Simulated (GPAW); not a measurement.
Runs of GPAW 26.7.0 on Pt. It takes space group Fm-3m (No. 225, cubic). The conventional cell has a = 3.922 Å, b = 3.922 Å, c = 3.922 Å, α = 90.00°, β = 90.00°, γ = 90.00°. Around Pt (site symmetry m-3m) lie 12 Pt at 2.77 Å. 

```tsv
level	potentials or basis	eigensolver	data set	V0 of scaled cells (Å³/atom)	B0 (GPa)
BLYP+D4	PAW data sets generated in the run's folder for this functional, pw	davidson	-	(c)	246
PBE	JTH PAW 2.0, PBE, pw	-	Pt jth	15.61	(a)
PBE	PAW data sets generated in the run's folder for this functional, pw	-	-	15.60	247
LDA	the program's PAW data sets (release 1.2.1) made for this functional, pw	-	-	14.68	(b)
```

Alike in all rows: task equation of state; no spin polarisation; cell as given; k mesh 9 × 9 × 9; cutoff (eV) 600; smearing fermi-dirac 0.05 eV.

Task: Fill in the values left out.

Result: (a) 254; (b) 304; (c) 15.54.

Caveats: the program truncates these outside data sets (some runs).
